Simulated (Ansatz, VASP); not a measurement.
**One calculation of As, two programs**

```
As
1.0
     2.70368    0.00000    0.00000
     0.00000    2.70368    0.00000
     0.00000    0.00000    2.70368
As
1
Direct
  0.50000 0.50000 0.50000
```

This isn't the form of As at room conditions, which is rhombohedral.

Alike in both runs: task relaxation of cell and atoms; functional PBEsol; dispersion D4; k mesh 10 × 10 × 10; occupations fermi-dirac, width 0.05 eV; no spin polarisation.

|  | VASP | Ansatz |
| --- | --- | --- |
| version | VASP 6.6.1 | Ansatz 0.2.0 |
| potentials or method | VASP PAW PBE potentials, release 64 (As) | Ansatz PAW |
| plane-wave cutoff (eV) | 600 | 420 |
| valence electrons in the cell | 5 | 15 |

Ansatz gave:

| Item | Value |
| --- | --- |
| gap on the k mesh at the Fermi level, each at its own relaxed structure (eV) | none |
| relaxed volume (Å³/atom) | 18.95 |
| relaxed cell length with the largest relative difference (Å) | 2.666 |
| energy change over the relaxation (meV/atom) | -10 |

Q: Estimate VASP's values.

A: gap on the k mesh at the Fermi level, each at its own relaxed structure (eV): none; relaxed volume (Å³/atom): 19.03; relaxed cell length with the largest relative difference (Å): 2.670; energy change over the relaxation (meV/atom): -8.

A gap of «none» marks a metal or a gap that the smearing closes. The two sets of potentials don't hold the same shells in valence.

Caveats: pairwise dispersion overbinds metals, which lowers pressure and volume; the PAW data sets were made with another functional, which shifts forces and pressure a little (VASP); the plane-wave basis is chosen anew once the cell has moved, so the energies of steps on either side of that aren't comparable (Ansatz); the PAW data sets come from PBE, with cores solved anew for the run's functional, which leaves a small shift of forces and pressure (Ansatz).
